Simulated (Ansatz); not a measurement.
Rows from a G0W0 calculation on SnH (chair-type functionalised monolayer) (Ansatz 0.2.0; G0W0 on PBEsol, plane waves, PAW; PAW set soft_1; 3×3×1 mesh, 188 empty bands, screening to 27 eV, PAW set soft_1 files), in eV. Spin-orbit coupling is left out.

| row | Σx | Σc | Vxc | Z |
| --- | --- | --- | --- | --- |
| A | -14.50 | 1.75 | -13.05 | 0.67 |
| B | -9.41 | -3.35 | -13.42 | 0.67 |
| C | -7.10 | -3.85 | -11.42 | 0.65 |

Q: Which rows are filled states and which are empty ones, and how can one tell?

Filled: A. Empty: B and C. The sign of Σc tells: for a filled state bare exchange, which holds its interaction with itself, lies below Vxc (Σx − Vxc is -1.5 eV or lower here) and screening gives part back as a positive Σc. For an empty state Σx lies above Vxc (+4.0 eV or more) and the Coulomb hole leaves Σc negative.

[Runs of the session that timed out or met a known fault of the program may be left out.]

[Cells called generated may have been cut or substituted from an entry of the Crystallography Open Database or the Materials Project.]

[Hosts, paths, dates, database ids (printed as entryN), source tags and the programs' standing remarks are cut or masked in the printed files.]
